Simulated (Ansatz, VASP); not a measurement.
# Zn: VASP beside Ansatz

Contents of INCAR:

```
SYSTEM = Zn
  PREC = Accurate
  ENCUT = 520
  EDIFF = 1E-7
  ISMEAR = 0
  SIGMA = 0.15
  LREAL = .FALSE.
  LASPH = .TRUE.
  NELM = 60
  ALGO = Fast
  ISIF = 2
  LWAVE = .FALSE.
  LCHARG = .TRUE.
  GGA = CA
  LELF = .TRUE.
  LVHAR = .TRUE.
  NBANDS = 12
```

File KPOINTS:

```
Automatic mesh
0
G
  22 22 22
  0 0 0
```

The input POSCAR:

```
Zn
1.0
   -1.5219658900      1.5219658900      1.5690370000
    1.5219658900     -1.5219658900      1.5690370000
    1.5219658900      1.5219658900     -1.5690370000
Zn
1
Direct
    0.0000000000      0.0000000000      0.0000000000
```

Input for Ansatz:

```yaml
crystal:
  lattice:
    - [-1.52196589, 1.52196589, 1.569037]
    - [1.52196589, -1.52196589, 1.569037]
    - [1.52196589, 1.52196589, -1.569037]
  atoms:
    - { symbol: Zn, position: [0.0, 0.0, 0.0] }
basis:
  ecutwfc: 420
kpoints:
  mp_grid: { grid: [22, 22, 22] }
hamiltonian:
  xc: lda
scf:
  occupations: { method: gaussian, width: 0.15 }
output:
  forces: true
  stress: true
  eigenvalues: true
```

Change from the starting cell: strain -0.030 along x and y, +0.000 along z, atoms carried along.

Alike in both runs: task single point; functional LDA; k mesh 22 × 22 × 22; occupations gaussian, width 0.15 eV; no spin polarisation.

```csv
,VASP,Ansatz
version,VASP 6.6.1,Ansatz 0.2.0
potentials or method,"VASP PAW LDA potentials, release 64 (Zn)","scalar-relativistic, plane waves, PAW"
plane-wave cutoff (eV),520,420
valence electrons in the cell,12,12
```

```tsv
	VASP	Ansatz	Ansatz less VASP
gap on the k mesh at the Fermi level (eV)	none	none	-
pressure (GPa)	-4.3	-4.8	-0.54
largest component of the traceless stress (GPa)	1.08	1.05	-0.024
```

A gap of «none» marks a metal or a gap that the smearing closes.
